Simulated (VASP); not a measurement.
MgO, 2 atoms in the cell. The structure is cubic, space group Pm-3m (No. 221). The conventional cell has a = 2.623 Å, b = 2.623 Å, c = 2.623 Å, α = 90.00°, β = 90.00°, γ = 90.00°. Around Mg (site symmetry m-3m) lie 8 O at 2.27 Å. O (site symmetry m-3m) has 8 Mg at 2.27 Å as nearest neighbours. The cell was built by a generator and needn't be a form met in nature.

- Program: VASP 6.6.1
- Task: single point
- Functional: HSE06
- Potentials or basis: VASP PAW PBE potentials, release 64 (Mg, O)
- Cutoff: 520 eV
- k mesh: 4 × 4 × 4
- Occupations: gaussian, width 0.01 eV
- Spin: no spin polarisation
- Dipole correction: no
- Exchange at q = 0: truncated
- Grid for exact exchange (PRECFOCK): Normal
- Screening parameter: 0.2079 1/A
- Further INCAR settings: ALGO = Normal; EDIFF = 1e-06; NBANDS = 11

Potentials or basis: VASP PAW PBE potentials, release 64 (Mg, O).

Run with:

```bash
$ cat potpaw_PBE.64/Mg/POTCAR potpaw_PBE.64/O/POTCAR > POTCAR
$ cp INCAR.step1 INCAR
$ mpirun -np 1 vasp_std > vasp.out
$ cp INCAR.step2 INCAR
$ mpirun -np 1 vasp_std > vasp.out
```

Hardware: 1 thread of AMD EPYC 9R45 (Zen 5), with other jobs on the host.

Question: How long does it take, and how much memory?

Answer: Run time: 44 s on 1 thread of AMD EPYC 9R45 (Zen 5), on a shared host, peak memory 0.19 GiB. Counts: scf iterations 10, k points 10.
